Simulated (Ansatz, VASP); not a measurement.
Given: the input of a run of Ansatz 0.2.0 on Ge.

input.yaml

```yaml
crystal:
  lattice:
    - [-1.575585889, 1.575585889, 1.8349411071]
    - [1.575585889, -1.575585889, 1.8349411071]
    - [1.575585889, 1.575585889, -1.8349411071]
  atoms:
    - { symbol: Ge, position: [0.5, 0.5, 0.0] }
hamiltonian:
  xc: pbe
  pseudopotentials: { kind: paw, azcp: { folder: soft_1 } }
kpoints:
  mp_grid: { grid: [12, 12, 12] }
scf:
  occupations: { method: fermi_dirac, width: 0.05 }
output:
  forces: true
  stress: true
  eigenvalues: true
```

Potentials or basis: Ansatz PAW soft_1.

Run with:

```bash
$ ansatz run input.yaml --threads 1 --pin off --max-ram 3584MiB --backend cpu --events-out ev --progress --plain --runs-dir out
```

Problem. Translate it to VASP 6.6.1. Potentials there: VASP PAW PBE potentials, release 64 (Ge_d).

Solution. As run (the cutoff follows the program's own potentials):

Contents of INCAR:

```
PREC = Accurate ; ENCUT = 520
EDIFF = 1E-6 ; ISMEAR = -1
SIGMA = 0.05 ; LREAL = F
LASPH = T ; NELM = 80
ALGO = Normal ; ISIF = 2
LWAVE = F ; LCHARG = T
GGA = PE ; LELF = T
LVHAR = T ; NBANDS = 13
```

The input KPOINTS:

```
regular mesh
0
Gamma
  12 12 12
```

File POSCAR:

```
Ge
1.0
   -1.5755858890      1.5755858890      1.8349411071
    1.5755858890     -1.5755858890      1.8349411071
    1.5755858890      1.5755858890     -1.8349411071
Ge
1
Direct
    0.5000000000      0.5000000000      0.0000000000
```

Potentials or basis: VASP PAW PBE potentials, release 64 (Ge_d).

The run is started by

```bash
$ cat potpaw_PBE.64/Ge_d/POTCAR > POTCAR
$ mpirun -np 1 vasp_std > vasp.out
```

Both were run:

|  | VASP | Ansatz | Ansatz less VASP |
| --- | --- | --- | --- |
| gap on the k mesh at the Fermi level (eV) | none | none | - |
| pressure (GPa) | 4.8 | 4.9 | +0.11 |
| largest component of the traceless stress (GPa) | 0.06 | 0.06 | +0.001 |

A gap of «none» marks a metal or a gap that the smearing closes. The functional is the same, so the differences come from potentials, cutoffs and numerics.
